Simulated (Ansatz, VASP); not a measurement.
**Ge: VASP beside Ansatz**

```
Ge
1.0
     1.48805   -2.59469    0.00000
     1.48805    2.59469    0.00000
     0.00000    0.00000    4.72760
Ge
2
Direct
  0.33345 0.66655 0.25000
  0.66655 0.33345 0.75000
```

This isn't the form of Ge at room conditions, which is diamond.

Alike in both runs: functional revPBE; k mesh 10 × 10 × 6; occupations fermi-dirac, width 0.05 eV; no spin polarisation.

|  | VASP | Ansatz |
| --- | --- | --- |
| version | VASP 6.6.1 | Ansatz 0.2.0 |
| potentials or method | VASP PAW PBE potentials, release 64 (Ge_d) | Ansatz PAW |
| plane-wave cutoff (eV) | 520 | 420 |
| valence electrons in the cell | 28 | 28 |
| task | single point | band structure |

Ansatz gave:

```
gap on the k mesh at the Fermi level (eV)       : none
pressure (GPa)                                  : 5.5
largest component of the traceless stress (GPa) : 1.72
```

Estimate VASP's values.

gap on the k mesh at the Fermi level (eV): none; pressure (GPa): 5.4; largest component of the traceless stress (GPa): 1.71.

A gap of «none» marks a metal or a gap that the smearing closes. The functional is the same, so the differences come from potentials, cutoffs and numerics.

Caveats: the PAW data sets were made with another functional, which shifts forces and pressure a little (VASP); the PAW data sets come from PBE, with cores solved anew for the run's functional, which leaves a small shift of forces and pressure (Ansatz).
